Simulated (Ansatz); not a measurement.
# Nickel, hcp under revPBE: ground state and equation of state, part 1 of 2

The plan for nickel in the hcp structure: relax it, solve it on a dense k-mesh, then scale the cell to 7 volumes from 88 to 112 % of the relaxed one and try a fit of the equation of state. The start is antiferromagnetic (alternate layers). The k-meshes are 14×14×8 for the relaxation; 24×24×13 for the dense run; 16×16×9 for the volumes.

This is Ni in the hcp structure; at room conditions it is fcc.

Method: DFT revPBE, plane waves (420 eV) with PAW, scalar-relativistic; PBE-made PAW files, in Ansatz 0.2.0.

## Step 1: The starting structure

The structure is hexagonal, space group P6_3/mmc (No. 194). The conventional cell has a = 2.492 Å, b = 2.492 Å, c = 4.069 Å, α = 90.00°, β = 90.00°, γ = 120.00°. Ni (site symmetry -6m2) has 12 Ni at 2.49 Å as nearest neighbours.

As a file:

```cif
data_structure
_symmetry_space_group_name_H-M 'P 1'
_symmetry_Int_Tables_number 1
_cell_length_a 2.4918
_cell_length_b 2.4918
_cell_length_c 4.0690
_cell_angle_alpha 90.000
_cell_angle_beta 90.000
_cell_angle_gamma 120.000
_cell_volume 21.88
loop_
_atom_site_label
_atom_site_type_symbol
_atom_site_fract_x
_atom_site_fract_y
_atom_site_fract_z
_atom_site_occupancy
Ni1 Ni 0.33333 0.66667 0.25000 1
Ni2 Ni 0.66667 0.33333 0.75000 1
```

Starting moments (μB): +0.8, -0.8.

## Step 2: Relaxation of the cell

File input.yaml:

```yaml
crystal:
  lattice:
    - [2.491755966, 0.0, 0.0]
    - [-1.245877983, 2.1579239666, 0.0]
    - [0.0, 0.0, 4.0690374925]
  atoms:
    - { symbol: Ni, position: [0.3333333333, 0.6666666667, 0.25], spin: 0.8 }
    - { symbol: Ni, position: [0.6666666667, 0.3333333333, 0.75], spin: -0.8 }
hamiltonian:
  xc: revpbe
  pseudopotentials:
    kind: paw
    azcp:
      Ni: "pseudopotentials/Ni.paw.azcp"
basis:
  ecutwfc: 420
  fft_grid_basis: typed
kpoints:
  mp_grid: { grid: [14, 14, 8], shift: [0, 0, 0] }
magnetization:
  spin_polarized: true
scf:
  occupations: { method: fermi_dirac, width: 0.05 }
relax:
  max_steps: 60
  f_tol: 0.01
  cell: {}
```

The program printed:

```text
Warning: RAYON_NUM_THREADS=2 ignored (pool sized by the plan → 2); use --threads N
Engine: ansatz 0.2.0, aarch64-unknown-linux-gnu
Pseudopotentials: kind: paw
Pseudopotential: Ni, paw, valence charge 18, recommended cutoff 420 eV (normal), <dir>
Functional definition: revPBE
  parameter kappa = 1.245
  parameter beta = 0.06672455060314922
  exchange = pbe_x(kappa = kappa, mu = beta*pi^2/3)
  correlation = pbe_c(beta = beta)
Crystal: 2 atoms, lattice volume = 21.879 Å³
Basis set: ecut = 420 eV, 403 PW (Γ), exchange–correlation on 36×36×60 points (8 copies of the dense FFT grid, shifted against one another)
Bands: 23, of which v1, the nominal top of the filled ones, is band 18 counted from 1 (17 counted from 0)
Symmetry: 12 space group operations
Space group: P-6m2 (ITA 187), of the structure as read, at distance tolerance 2.8e-5 Å
Magnetic group: BNS 194.267 (UNI 1497), of the structure as read, at distance tolerance 2.8e-5 Å
k-points: 120 of 1568 (time reversal used)
Non-local potential: Ni, projectors of the file, l = 0: 3, l = 1: 2, l = 2: 3, l = 3: 1
PAW form: soft (Blöchl's): semilocal exchange-correlation on the pseudo side does not see the compensation charge
PAW frozen core: Ni, regenerated for the run's functional, and the local potential with it (the file was generated under x = pbe(κ = 0.804, μ = 0.2195149727645171), c = pbe(β = 0.06672455060314922))
PAW one-centre angular grid: Ni, 590 points (default); XC on 64 Gauss nodes
Initial density: superposition of atomic densities (chi_scale 0.1, normalization cell)
Starting moments: Σ|m| = 1.6 μB on 2 of 2 sites
Starting magnetic order: antiferromagnet; an inversion exchanges its spin sublattices: spin-degenerate at every k-point
Initial wavefunctions: pseudopotential atomic-orbital guess
Functional: x = revpbe(κ = 1.245, μ = 0.2195149727645171), c = pbe(β = 0.06672455060314922)
iter 1 solved again at ethr=2.25e-3 eV; its pass at ethr=3.10e-3 eV (dr2=8.10e-1 eV) is discarded
SCF iter   1: F=—  HF=-11684.720880 eV  |F-HF|=—  |Δ(HF+E_count)|=         —  Δρ=4.04e-2 (↑4.04e-2 ↓4.04e-2)  dr2=8.09e-1  dr2_m=4.15e-2  M=-0.000 μB ∫|m|=1.454 μB  β_m=0.30  ethr=2.25e-3  ⟨swp⟩=1.0  Hψ=28144  notcnv=0
Mixer restart at iter 1: flushing history
preconditioner: auto → none  [metal: Δε(μ)=0.002 eV  Ē_g=9.442 eV  σ=0.050 eV  W_gap=0.01  n_scr=8 (ndim 8)  ℏωp=35.5 eV  f_vac=0.000  D(μ)=6.43/eV (n_scr^D=134)  sad-step TF]
SCF iter   2: F=—  HF=-11684.725129 eV  |F-HF|=—  |Δ(HF+E_count)|=   4.25e-3  Δρ=1.58e-2 (↑1.58e-2 ↓1.58e-2)  dr2=3.04e-2  dr2_m=2.30e-2  M=-0.000 μB ∫|m|=1.390 μB  β_m=0.29  ethr=2.25e-3  ⟨swp⟩=2.0  Hψ=8428  notcnv=0
SCF iter   3: F=—  HF=-11685.295861 eV  |F-HF|=—  |Δ(HF+E_count)|=         —  Δρ=4.00e-2 (↑4.00e-2 ↓4.00e-2)  dr2=5.49e-2  dr2_m=2.88e-1  M=0.000 μB ∫|m|=0.953 μB  β_m=0.29  ethr=8.44e-5  ⟨swp⟩=2.1  Hψ=10348  notcnv=0  defer=6
Mixer restart at iter 3: flushing history
SCF iter   4: F=—  HF=-11685.738634 eV  |F-HF|=—  |Δ(HF+E_count)|=   4.43e-1  Δρ=3.36e-2 (↑3.36e-2 ↓3.36e-2)  dr2=2.16e-2  dr2_m=2.14e-1  M=-0.000 μB ∫|m|=0.880 μB  β_m=0.51  ethr=8.44e-5  ⟨swp⟩=2.3  Hψ=10488  notcnv=0  defer=6
SCF iter   5: F=—  HF=-11686.459313 eV  |F-HF|=—  |Δ(HF+E_count)|=   7.21e-1  Δρ=2.60e-2 (↑2.60e-2 ↓2.48e-2)  dr2=2.48e-1  dr2_m=2.82e-2  M=0.007 μB ∫|m|=0.648 μB  β_m=0.52  ethr=6.00e-5  ⟨swp⟩=2.1  Hψ=9842  notcnv=0  defer=42
SCF iter   6: F=—  HF=-11686.573482 eV  |F-HF|=—  |Δ(HF+E_count)|=         —  Δρ=1.02e-1 (↑8.44e-2 ↓1.02e-1)  dr2=3.90e-2  dr2_m=1.73e0  M=1.052 μB ∫|m|=1.117 μB  β_m=0.52  ethr=6.00e-5  ⟨swp⟩=3.1  Hψ=13236  notcnv=0  defer=56
Mixer restart at iter 6: flushing history
SCF iter   7: F=—  HF=-11686.563544 eV  |F-HF|=—  |Δ(HF+E_count)|=   9.94e-3  Δρ=6.06e-2 (↑6.06e-2 ↓4.52e-2)  dr2=4.46e-2  dr2_m=5.55e-1  M=1.083 μB ∫|m|=1.185 μB  β_m=0.76  ethr=6.00e-5  ⟨swp⟩=2.5  Hψ=12389  notcnv=0  defer=64
SCF iter   8: F=—  HF=-11687.285118 eV  |F-HF|=—  |Δ(HF+E_count)|=   7.22e-1  Δρ=1.03e-1 (↑4.68e-2 ↓1.03e-1)  dr2=2.70e0  dr2_m=1.77e-1  M=1.443 μB ∫|m|=1.597 μB  β_m=0.50  ethr=6.00e-5  ⟨swp⟩=4.1  Hψ=16639  notcnv=0  defer=60  recentre
SCF iter   9: F=—  HF=-11686.548879 eV  |F-HF|=—  |Δ(HF+E_count)|=   7.36e-1  Δρ=1.77e-2 (↑5.61e-3 ↓1.77e-2)  dr2=6.12e-2  dr2_m=1.78e-2  M=1.338 μB ∫|m|=1.501 μB  β_m=0.40  ethr=6.00e-5  ⟨swp⟩=3.6  Hψ=16307  notcnv=0  defer=52
SCF iter  10: F=—  HF=-11686.544424 eV  |F-HF|=—  |Δ(HF+E_count)|=   4.46e-3  Δρ=6.48e-3 (↑4.02e-3 ↓6.48e-3)  dr2=3.03e-3  dr2_m=4.89e-3  M=1.345 μB ∫|m|=1.511 μB  β_m=0.50  ethr=6.00e-5  ⟨swp⟩=2.4  Hψ=9433  notcnv=0  defer=51
SCF iter  11: F=—  HF=-11686.544214 eV  |F-HF|=—  |Δ(HF+E_count)|=   2.10e-4  Δρ=2.14e-3 (↑1.94e-3 ↓2.14e-3)  dr2=5.55e-4  dr2_m=6.57e-4  M=1.367 μB ∫|m|=1.545 μB  β_m=0.65  ethr=8.41e-6  ⟨swp⟩=1.6  Hψ=6978  notcnv=0  defer=52
SCF iter  12: F=—  HF=-11686.543991 eV  |F-HF|=—  |Δ(HF+E_count)|=   2.23e-4  Δρ=5.52e-4 (↑5.52e-4 ↓3.22e-4)  dr2=2.29e-5  dr2_m=3.16e-5  M=1.360 μB ∫|m|=1.539 μB  β_m=0.81  ethr=1.54e-6  ⟨swp⟩=1.3  Hψ=6032  notcnv=0  defer=52
SCF iter  13: F=—  HF=-11686.543992 eV  |F-HF|=—  |Δ(HF+E_count)|=   1.47e-6  Δρ=2.30e-4 (↑1.42e-4 ↓2.30e-4)  dr2=2.02e-5  dr2_m=6.96e-7  M=1.361 μB ∫|m|=1.543 μB  β_m=0.83  ethr=6.35e-8  ⟨swp⟩=2.1  Hψ=8085  notcnv=0  defer=52
SCF iter  14: F=—  HF=-11686.543991 eV  |F-HF|=—  |Δ(HF+E_count)|=   1.04e-6  Δρ=5.99e-5 (↑3.60e-5 ↓5.99e-5)  dr2=1.85e-6  dr2_m=4.60e-8  M=1.361 μB ∫|m|=1.543 μB  β_m=0.76  ethr=5.61e-8  ⟨swp⟩=1.4  Hψ=6239  notcnv=0  defer=52
SCF iter  15: F=—  HF=-11686.543991 eV  |F-HF|=—  |Δ(HF+E_count)|=   3.63e-8  Δρ=9.10e-6 (↑6.09e-6 ↓9.10e-6)  dr2=1.37e-8  dr2_m=9.93e-9  M=1.361 μB ∫|m|=1.543 μB  β_m=0.77  ethr=5.15e-9  ⟨swp⟩=1.4  Hψ=5781  notcnv=0  defer=52
SCF iter  16: F=—  HF=-11686.543991 eV  |F-HF|=—  |Δ(HF+E_count)|=   4.44e-9  Δρ=1.76e-5 (↑3.65e-6 ↓1.76e-5)  dr2=9.01e-8  dr2_m=9.94e-9  M=1.361 μB ∫|m|=1.543 μB  β_m=0.89  ethr=3.82e-11  ⟨swp⟩=2.2  Hψ=18302  notcnv=0
SCF iter  17: F=-11686.543991 eV  HF=-11686.543991 eV  |F-HF|=8.02e-10  |Δ(HF+E_count)|=   3.32e-9  Δρ=1.47e-6 (↑9.62e-7 ↓1.47e-6)  dr2=8.17e-10  dr2_m=2.42e-11  M=1.361 μB ∫|m|=1.543 μB  ethr=3.82e-11  ⟨swp⟩=3.0  Hψ=14574  notcnv=0
WARN: the starting moments were not kept: 1 of 2 ended reversed and 1 kept their direction, counting a site from 0.1 of the cell's largest site moment. The largest reversed, site 1 (counted from 0, in the order of the report's site_moments_mub), started with -0.8 μB and closes at +7.2e-1 μB in its sphere. The starting moments cancel, and the net magnetisation is 1.4e0 μB in size, over 0.1 of its absolute magnetisation of 1.5e0 μB. The SCF closed on another magnetic arrangement than the starting moments describe; that does not show which of the two is lower. To try another start: change the starting moments (crystal.atoms[].spin, magnetization.per_species, magnetization.initial_magnetization, or on a non-collinear deck that types none of these the spinor_matrix: blocks that start its atoms; where the total moment is fixed, keep their sum and leave initial_magnetization as it is; typed ones take the place of any that the run laid by itself, positive ones on a crystal's lanthanoids without a Hubbard term where scf.initial_density.shell_occupations: [] is typed); see also scf.mixing.spin_hold.
SCF 1 converged in 17 iterations: F = -11686.543991 eV  dr2 = 8.17e-10
relax step   1: F+E_penalty+E_count = -11686.54399112 eV  Δ(F+E_penalty+E_count) = +0.000e0 eV  max|allowed force component| = 2.776e-17 eV/Å  Δτ_max = 0.0000 Å  P = +3.922 GPa  Ω = 21.879 Å³  (17 SCF iters, dr2 threshold 1.00e-7 eV, accepted)
[... 18 lines left out ...]
relax step   2: F+E_penalty+E_count = -11686.54798590 eV  Δ(F+E_penalty+E_count) = -3.995e-3 eV  max|allowed force component| = 9.252e-18 eV/Å  Δτ_max = 0.0000 Å  P = +1.971 GPa  Ω = 22.100 Å³  energy of the carried Pulay correction = -1.021e-4 eV  (10 SCF iters, dr2 threshold 2.00e-7 eV, accepted)
[... 16 lines left out ...]
relax step   3: F+E_penalty+E_count = -11686.54935425 eV  Δ(F+E_penalty+E_count) = -1.368e-3 eV  max|allowed force component| = 9.252e-18 eV/Å  Δτ_max = 0.0000 Å  P = +0.068 GPa  Ω = 22.328 Å³  energy of the carried Pulay correction = -2.066e-4 eV  (10 SCF iters, dr2 threshold 2.00e-7 eV, accepted)
[... 13 lines left out ...]
relax step   4: F+E_penalty+E_count = -11686.54935397 eV  Δ(F+E_penalty+E_count) = +2.791e-7 eV  max|allowed force component| = 1.850e-17 eV/Å  Δτ_max = 0.0000 Å  P = -0.002 GPa  Ω = 22.336 Å³  energy of the carried Pulay correction = -2.105e-4 eV  (8 SCF iters, dr2 threshold 4.35e-8 eV, accepted)
[... 14 lines left out ...]
relax step   5: F+E_penalty+E_count = -11686.54953572 eV  Δ(F+E_penalty+E_count) = -1.817e-4 eV  max|allowed force component| = 3.701e-17 eV/Å  Δτ_max = 0.0000 Å  P = -0.023 GPa  Ω = 22.336 Å³  stress off target by 3.45e-2 GPa  SCF on the basis re-selected at this cell (its energy is not comparable with the rows above)  (10 SCF iters)
basis re-selected at this cell: Δ(F+E_penalty+E_count) = -1.817e-4 eV, ΔP = -0.021 GPa vs the last step (what re-selecting the basis moved, of the pressure what is left beyond the Pulay correction that the steps carried, after the strain that the cell walked since its last selection, with what the two solves' SCF thresholds leave and, on support functions, any second-order correction that the steps lacked; it is no measure of the basis error at this ecutwfc). This SCF's stress stands 3.45e-2 GPa from its target on what of the cell is left free (relax.cell.stress_tol is 5.00e-2 GPa) and its largest allowed force component is 3.70e-17 eV/Å (relax.f_tol is 1.00e-2 eV/Å): within both
SCF converged after 10 iterations
Magnetization: 1.3826 μB (18.6913 up, 17.3087 down)
Absolute magnetization: 1.5709 μB (∫|ρ↑−ρ↓|, with the PAW one-centre terms)
Spin contamination: 0.0158 ħ² per cell (⟨S²⟩ above its minimum at these occupations)
Per-site moments (μB) at R_I (Å): [(0.731446185822065, 1.0339652102909789), (0.7314468541421233, 1.0339652102909789)]
Free energy (F): -11686.549536 eV
Harris-Foulkes:  -11686.549536 eV  (|F-HF|=1.46e-11)
Internal energy: -11686.512119 eV  (E = F + TS)
E sigma→0 (E₀):  -11686.530828 eV
Entropy (-TS):   -0.037416 eV (-18.708 meV/atom)
Fermi energy:    17.727511 eV
--- Per-component energies (eV) ---
  E_band       = -585.100192
  E_kinetic    = 562.720809
  E_local      = -6961.195504  (includes V_loc(G=0)·N_el)
  E_nonlocal   = 1271.562824
  E_hartree    = 2905.099160
  E_xc         = -169.061964
  E_vxc        = -217.785375  (∫ρ·V_xc dr)
  E_paw        = -3267.296709  (= ΣΔE_a)
  E_vpaw       = -1050.602340  (= ΣTr[D̂ρ^β])
  E_aug_tail   = 0.001040  (compensation charges beyond the density's cutoff)
  E_ewald      = -6028.278811
  E_core_change = -0.062964  (= ΣΔE_core)
  E_smearing   = -0.037416  (= −TS)
  E_closure    = 0.000000  (closes the sum)
  Σ components = -11686.549536   (vs F -11686.549536, Δ=0.00e0)
--- Forces (eV/Å), atoms counted from 1 ---
  atom   1  Ni     0.00000000    -0.00000000     0.00000000
  atom   2  Ni     0.00000000     0.00000000     0.00000000
  max |Σ_I F_I| component: 1.39e-17 eV/Å
--- Stress (GPa, compression-positive) ---
       -0.034468      -0.000000       0.000000
       -0.000000      -0.034468       0.000000
        0.000000       0.000000      -0.000284
  P = ⅓ Tr σ = -0.0231 GPa (-0.231 kbar)
--- Relaxed structure (4 steps of the walk, 4 accepted, 1 SCFs on fresh bases) ---
  F+E_penalty+E_count = -11686.54953572 eV   max|allowed force component| = 3.701e-17 eV/Å   (the final SCF, on the basis selected at the relaxed cell)
  cell:  # Å, volume = 22.3361 Å³
    - [2.5065823279781307, 9.150965993121242e-34, 0.0]
    - [-1.2532911639890654, 2.170763972706199, 0.0]
    - [0.0, 0.0, 4.105000945131812]
  atoms:
    - { symbol: Ni, position: [0.33333333333333326, 0.6666666666666665, 0.25] }
    - { symbol: Ni, position: [0.6666666666666667, 0.3333333333333332, 0.7499999999999999] }
```

It took 45 s on 2 threads of an Arm CPU, shared host; peak memory 0.4 GiB.

Relaxation path:

```tsv
step	energy change (meV/atom)	largest force (eV/Å)	pressure (GPa)	volume (Å³/atom)
1	0.00	0.0000	3.92	10.940
2	-2.00	0.0000	1.97	11.050
3	-2.68	0.0000	0.07	11.164
4	-2.68	0.0000	0.00	11.168
5	-2.77	0.0000	-0.02	11.168
```

Steps that repeat a cell are solved on a basis chosen anew, so their changes of energy are no gain of the relaxation.

Changes in the cell that was computed:

|  | before | after | change |
| --- | --- | --- | --- |
| a (Å) | 2.492 | 2.507 | +0.6 % |
| b (Å) | 2.492 | 2.507 | +0.6 % |
| c (Å) | 4.069 | 4.105 | +0.9 % |
| volume (Å³/atom) | 10.940 | 11.168 | +2.1 % |
| shortest distance (Å) | 2.492 | 2.507 | +0.6 % |
| space group (spins left aside) | P6_3/mmc | P6_3/mmc | same |

## Step 3: Single point on a dense mesh

File input.yaml:

```yaml
crystal:
  lattice:
    - [2.506582328, 0.0, 0.0]
    - [-1.253291164, 2.1707639727, 0.0]
    - [0.0, 0.0, 4.1050009451]
  atoms:
    - { symbol: Ni, position: [0.3333333333, 0.6666666667, 0.25], spin: 0.731 }
    - { symbol: Ni, position: [0.6666666667, 0.3333333333, 0.75], spin: 0.731 }
hamiltonian:
  xc: revpbe
  pseudopotentials:
    kind: paw
    azcp:
      Ni: "pseudopotentials/Ni.paw.azcp"
basis:
  ecutwfc: 420
  fft_grid_basis: typed
kpoints:
  mp_grid: { grid: [24, 24, 13], shift: [0, 0, 0] }
magnetization:
  spin_polarized: true
scf:
  occupations: { method: fermi_dirac, width: 0.05 }
output:
  write_density: true
  write_potential: true
  elf: true
  volumetric_format: npy
```

The program printed, shortened:

```text
Warning: RAYON_NUM_THREADS=2 ignored (pool sized by the plan → 2); use --threads N
[...]
[... 3 set-up lines as earlier in the session ...]
[...]
Crystal: 2 atoms, lattice volume = 22.336 Å³
Basis set: ecut = 420 eV, 427 PW (Γ)
Bands: 23, of which v1, the nominal top of the filled ones, is band 18 counted from 1 (17 counted from 0)
Symmetry: 24 space group operations
Space group: P63/mmc (ITA 194), of the structure as read, at distance tolerance 2.8e-5 Å
Magnetic group: BNS 194.263 (UNI 1493), of the structure as read, at distance tolerance 2.8e-5 Å
k-points: 427 of 7488
[...]
Starting moments: Σ|m| = 1.462 μB on 2 of 2 sites
[...]
SCF iter   1: F=—  HF=-11684.998801 eV  |F-HF|=—  |Δ(HF+E_count)|=         —  Δρ=7.92e-2 (↑1.42e-2 ↓7.92e-2)  dr2=7.47e-1  dr2_m=4.03e-1  M=1.765 μB ∫|m|=1.862 μB  β_m=0.30  ethr=2.08e-3  ⟨swp⟩=1.0  Hψ=99842  notcnv=0
[...]
SCF iter  11: F=-11686.553962 eV  HF=-11686.553962 eV  |F-HF|=4.77e-10  |Δ(HF+E_count)|=  3.09e-10  Δρ=1.71e-6 (↑6.43e-7 ↓1.71e-6)  dr2=5.62e-10  dr2_m=7.48e-11  M=1.316 μB ∫|m|=1.512 μB  ethr=1.80e-11  ⟨swp⟩=2.6  Hψ=56225  notcnv=0
[...]
SCF converged after 11 iterations
Magnetization: 1.3161 μB (18.6580 up, 17.3420 down)
Absolute magnetization: 1.5136 μB (∫|ρ↑−ρ↓|, with the PAW one-centre terms)
Spin contamination: 0.0160 ħ² per cell (⟨S²⟩ above its minimum at these occupations)
Per-site moments (μB) at R_I (Å): [(0.6997732255236807, 1.0339652102940131), (0.6997732255236806, 1.0339652102940131)]
Free energy (F): -11686.553962 eV
[...]
E sigma→0 (E₀):  -11686.535956 eV
Entropy (-TS):   -0.036011 eV (-18.006 meV/atom)
Fermi energy:    17.733055 eV
[...]
--- Band table (eV; the first three rows and the last of 854) ---
  k-point 0 ↑: bands = ["-86.0413", "-86.0121", "-46.4427", "-46.2890", "-46.2890", "-46.2608", "-46.2608", "-46.2471", "8.7641", "12.9478", "15.3056", "15.3965", "15.3965", "15.6545", "15.6545", "16.0418", "16.0418", "16.9545", "16.9545", "17.3246", "23.0905", "39.8625", "41.6167"]
[...]
```

Run time: 21 s. Hardware: 2 threads of an Arm CPU, shared host; peak memory 0.59 GiB.

Density in a lattice plane of the grid's cell (edges 2.51 and 4.11 Å, at 0.333 of the third edge), which holds Ni. It is the smooth density of the valence electrons, not physical close to the nuclei.

Ten even steps from ' ' (0.24 e/Å³) to '@' (47.65 e/Å³):
```
                            
                            
                ..::::..    
              ::==##**--..  
              --**@@@@++..  
              ::==##**--..  
              ..::::::..    
                            
                            
                            
                            
                            
                            
                            
                            
                            
                            
                            
                            
                            
```
Columns run along the first of these edges and rows up along the second, over one cell in 14 and 20 even steps from the bottom left corner. Atoms in the plane (fractional): Ni at (0.67, 0.75).

Spin density (up less down) in a lattice plane of the grid's cell (edges 2.51 and 4.11 Å, at 0.333 of the third edge), which holds Ni.

Values in e/Å³, 12 rows by 8 columns:
```
 0.00 -0.01 -0.01  0.00  0.04  0.11  0.09  0.03
 0.01 -0.01  0.00  0.04  0.30  0.92  0.69  0.16
 0.03 -0.01  0.00  0.07  0.68  2.26  1.67  0.34
 0.01 -0.01  0.00  0.04  0.28  0.84  0.63  0.15
 0.00 -0.01 -0.01  0.00  0.05  0.11  0.09  0.03
-0.01 -0.01 -0.01 -0.01  0.00  0.00  0.00 -0.01
 0.00  0.01  0.00  0.00 -0.01 -0.01 -0.01 -0.01
 0.01  0.04  0.04  0.01 -0.01 -0.01 -0.01  0.00
 0.03  0.07  0.07  0.02  0.00 -0.01 -0.01  0.00
 0.01  0.04  0.04  0.01 -0.01 -0.01 -0.01  0.00
 0.00  0.01  0.00  0.00 -0.01 -0.01 -0.01 -0.01
-0.01 -0.01 -0.01 -0.01  0.00  0.00  0.00 -0.01
```
Columns run along the first of these edges and rows up along the second, over one cell in 8 and 12 even steps from the bottom left corner. Atoms in the plane (fractional): Ni at (0.67, 0.75).

## Step 4: At 88 % of the relaxed volume

File input.yaml:

```yaml
crystal:
  lattice:
    - [2.4020176679, 0.0, 0.0]
    - [-1.201008834, 2.0802083208, 0.0]
    - [0.0, 0.0, 3.9337566084]
  atoms:
    - { symbol: Ni, position: [0.3333333333, 0.6666666667, 0.25], spin: 0.7 }
    - { symbol: Ni, position: [0.6666666667, 0.3333333333, 0.75], spin: 0.7 }
hamiltonian:
  xc: revpbe
  pseudopotentials:
    kind: paw
    azcp:
      Ni: "pseudopotentials/Ni.paw.azcp"
basis:
  ecutwfc: 420
  fft_grid_basis: typed
kpoints:
  mp_grid: { grid: [16, 16, 9], shift: [0, 0, 0] }
magnetization:
  spin_polarized: true
scf:
  occupations: { method: fermi_dirac, width: 0.05 }
  lower_state_search: "off"
output:
  stress: true
  write_density: true
  write_potential: true
  elf: true
  volumetric_format: npy
```

The program printed, shortened:

```text
Warning: RAYON_NUM_THREADS=2 ignored (pool sized by the plan → 2); use --threads N
[...]
[... 3 set-up lines as earlier in the session ...]
[...]
Crystal: 2 atoms, lattice volume = 19.656 Å³
Basis set: ecut = 420 eV, 379 PW (Γ)
Bands: 23, of which v1, the nominal top of the filled ones, is band 18 counted from 1 (17 counted from 0)
[... 1 set-up line as earlier in the session ...]
Space group: P63/mmc (ITA 194), of the structure as read, at distance tolerance 2.7e-5 Å
Magnetic group: BNS 194.263 (UNI 1493), of the structure as read, at distance tolerance 2.7e-5 Å
k-points: 150 of 2304
[...]
Starting moments: Σ|m| = 1.4 μB on 2 of 2 sites
[...]
SCF iter  14: F=-11686.320220 eV  HF=-11686.320220 eV  |F-HF|=3.11e-10  |Δ(HF+E_count)|=   2.94e-8  Δρ=1.78e-6 (↑9.04e-7 ↓1.78e-6)  dr2=4.41e-11  dr2_m=2.76e-10  M=1.187 μB ∫|m|=1.346 μB  ethr=2.78e-10  ⟨swp⟩=8.6  Hψ=46918  notcnv=0
[...]
SCF converged after 14 iterations
Magnetization: 1.1871 μB (18.5935 up, 17.4065 down)
Absolute magnetization: 1.3477 μB (∫|ρ↑−ρ↓|, with the PAW one-centre terms)
Spin contamination: 0.0106 ħ² per cell (⟨S²⟩ above its minimum at these occupations)
Per-site moments (μB) at R_I (Å): [(0.6282291402532789, 0.9908322880229317), (0.628229140253279, 0.9908322880229317)]
Free energy (F): -11686.320220 eV
[...]
E sigma→0 (E₀):  -11686.303840 eV
Entropy (-TS):   -0.032760 eV (-16.380 meV/atom)
Fermi energy:    20.756452 eV
[...]
--- Stress (GPa, compression-positive) ---
       30.998806      -0.000000      -0.000000
       -0.000000      30.998806      -0.000000
       -0.000000      -0.000000      32.340189
  P = ⅓ Tr σ = 31.4459 GPa (314.459 kbar)
--- Band table (eV; the first three rows and the last of 300) ---
[... band rows left out ...]
[...]
```

Wall time 7.2 s (2 threads of an Arm CPU, shared host); peak memory 0.35 GiB.

(Continued in part 2 of 2.)
